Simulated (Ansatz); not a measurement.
# HfN/GaN/W: predicting the conductance of a thicker barrier

How it was computed: Ansatz 0.2.0, plane waves with PAW datasets, PBE. Interfaces are relaxed in a short slab (with D3(BJ) where the barrier is layered), set between ideal electrode layers that go on as semi-infinite leads, and the zero-bias conductance G at 300 K comes from T(E) on a typed mesh. The error is the largest of the program's estimates from energy step, mesh, the leads' potential steps and neutrality; its separate bound for narrow resonances between the energies solved isn't counted and can be far larger. The lower electrode is HfN (rock salt 001), the upper W (bcc 001) and the barrier GaN (zinc blende 001), on a net of side 3.203 Å; d is the distance between the electrodes' last planes.

Runs in hand:

| planes in the barrier | d (Å) | G (S/m²) | error (%) | lead step (meV) |
| --- | --- | --- | --- | --- |
| 5 | 9.07 | 7.73e12 | 49 | 25 |
| 7 | 11.36 | 1.28e12 | 38 | 25 |
| 9 | 13.64 | 2.43e11 | 30 | 25 |
| 11 | 15.92 | 5.36e10 | 35 | 25 |
| 13 | 18.21 | 1.58e10 | 55 | 25 |
| 15 | 20.49 | 4.61e9 | 65 | 25 |
| 19 | 25.06 | 4.60e8 | 71 | 25 |

Task: A further run has 21 planes, d = 27.34 Å. Fit G ∝ exp(−βd) to the rows shown and predict its conductance.

**Worked fit.** Take y = ln G: 29.68, 27.88, 26.21, 24.70, 23.49, 22.25 and 19.95. The means are d = 16.25 Å and y = 24.88; Σ(Δd Δy) = −109.87 and Σ(Δd)² = 181.82, so the slope is −0.604 Å⁻¹ (β = 0.604 Å⁻¹). At d = 27.34 Å, y = 24.88 − 0.604 × 11.09 = 18.18, or G = 7.85e7 S/m².

**The withheld run.** The run gave 1.74e8 S/m², with an error estimate of 90 % and a lead step of 25 meV. The prediction is 0.451 times that, too low by a factor of 2.2. Step by step the slopes are 0.78, 0.73, 0.66, 0.53, 0.54, 0.50 and 0.43 Å⁻¹. How much of this is a real bend and how much error of the rows wasn't traced.

Caveats: The interfaces are ideal, one cell wide, strained to a common net and relaxed from one registry with their symmetry kept. PBE's gaps are too small, so true decay constants are likely larger where the Fermi level lies deep in a gap. No spin-orbit coupling, phonons, disorder or image charges enter. The rows shown are chosen by tests on error estimates (under 100 to 120 %), lead steps (under 150 meV, though the program warns over 25), intact interfaces and, for fits, a steady trend in the rows shown; the data set holds 414 series of this kind, and not all pass.
